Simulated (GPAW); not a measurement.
Here is a GPAW 26.7.0 calculation.

Contents of run.py:

```python
from ase import Atoms
from ase.eos import EquationOfState
from ase.io import Trajectory
from ase.units import GPa
from gpaw import GPAW, PW, setup_paths

setup_paths.insert(0, '.')

atoms = Atoms(['Ga', 'P'],
              cell=[[0.0, 2.72525, 2.72525],
                    [2.72525, 0.0, 2.72525],
                    [2.72525, 2.72525, 0.0]],
              scaled_positions=[[0.0, 0.0, 0.0],
                                [0.75, 0.75, 0.75]],
              pbc=True)

traj = Trajectory('eos.traj', 'w')
volumes, energies = [], []
for x in [0.94, 0.96, 0.98, 1.0, 1.02, 1.04, 1.06]:
    a = atoms.copy()
    a.set_cell(atoms.cell * x**(1 / 3), scale_atoms=True)
    calc = GPAW(mode=PW(600),
                xc='AM05',
                kpts={'size': (8, 8, 8), 'gamma': True},
                occupations={'name': 'fermi-dirac', 'width': 0.05},
                nbands=11,
                convergence={'density': 1e-05, 'energy': 1e-05},
                maxiter=150,
                txt=f'eos-{x:.2f}.txt')
    a.calc = calc
    energies.append(a.get_potential_energy(force_consistent=True))
    volumes.append(a.get_volume())
    p = -a.get_stress()[:3].mean() / GPa
    calc.write(f'eos-{x:.2f}.gpw')
    traj.write(a)
    print(f'{x:.2f} {volumes[-1]:10.4f} A^3 {energies[-1]:14.6f} eV {p:9.3f} GPa', flush=True)

v0, e0, B = EquationOfState(volumes, energies, eos='birchmurnaghan').fit()
print(f'V0 = {v0:.4f} A^3, E0 = {e0:.6f} eV, B0 = {B / GPa:.2f} GPa')
```

Potentials or basis: PAW data sets generated in the run's folder for this functional, pw.

Launch:

```console
$ gpaw-setup -f AM05 Ga P
$ OMP_NUM_THREADS=1 python run.py
```

(1) Estimate the equilibrium volume.

(2) Predict the pressure derivative of the bulk modulus.

Answers

(1) 20.66 Å³/atom.

(2) 4.6.

Caveat: the data sets keep Ga 3d, Li 1s and Be 1s frozen, and some such compounds lay over 1.5 % in volume off other programs.

**What was measured.**

From “Phosphorous dimerization in GaP at high pressure”, 2017, arxiv:1709.06667, for a bulk crystal of GaP: bulk modulus 87.5 ± 0.6 GPa.

A measured bulk modulus of GaP is 87.5 GPa (“Phosphorous dimerization in GaP at high pressure”, 2017, arxiv:1709.06667); the calculated 85 GPa misses it by -2.5 %. The fit is for a static lattice scaled at fixed shape and fixed fractional positions.
